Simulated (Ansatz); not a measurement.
**Structure relaxation of Hg**

These are results of Ansatz 0.2.0, DFT PBE, scalar-relativistic, plane waves, PAW, not measurements. Cutoff 420 eV, Γ-centred k mesh, Gaussian smearing, no spin polarisation in the final step.

The start puts Hg on the sites of a reported C cell (R-3m, No. 166), at a guessed volume.

```yaml
crystal:
  lattice:
    - [1.67430, 0.96666, 15.17762]
    - [-1.67430, 0.96666, 15.17762]
    - [0.00000, -1.93332, 15.17762]
  atoms:
    - { symbol: Hg, position: [0.05000, 0.05000, 0.05000] }
    - { symbol: Hg, position: [0.95000, 0.95000, 0.95000] }
    - { symbol: Hg, position: [0.28300, 0.28300, 0.28300] }
    - { symbol: Hg, position: [0.71700, 0.71700, 0.71700] }
```

Cell and atoms relax at zero pressure; the relaxation can't lower the symmetry of the start. After a coarse first stage the cell is made exact in the group found at 0.06 Å.

Energies count from the standard state of Hg at the same level.

(1) Describe the relaxed structure.

(2) What are its volume, energy, density and gap?

Answers

(1) It keeps R-3m (No. 166), but not the shape of the type it started on. Conventional cell: a = 3.570 Å, c = 48.652 Å. Hg on Wyckoff site c (2 atoms of the primitive cell) has 10 Hg at 3.32–3.57 Å; around Hg on Wyckoff site c (2 atoms of the primitive cell) lie 9 Hg at 3.49–3.57 Å.

```xyz
4
Lattice="1.7848 1.0304 16.2174 -1.7848 1.0304 16.2174 0.0000 -2.0609 16.2174" Properties=species:S:1:pos:R:3 pbc="T T T"
Hg    0.0000    0.0000    1.6610
Hg    0.0000    0.0000   46.9913
Hg    0.0000    0.0000   11.7433
Hg    0.0000    0.0000   36.9089
```

(2) The volume per atom is 44.7 Å³. The density is 7.4 g/cm³. The energy over the standard structure is 0.019 eV/atom and the gap on the 9×9×9 mesh is 0.83 eV.

The final run used a 9×9×9 mesh on its 4-atom cell and 0.02 eV smearing. No dispersion correction is applied, so the spacing between layers, chains or molecules is poorly fixed, and with it the volume and density. Spin–orbit coupling is left out. A structure relaxed within its symmetry needn't be a true minimum. The steps took about 6 core-minutes in all.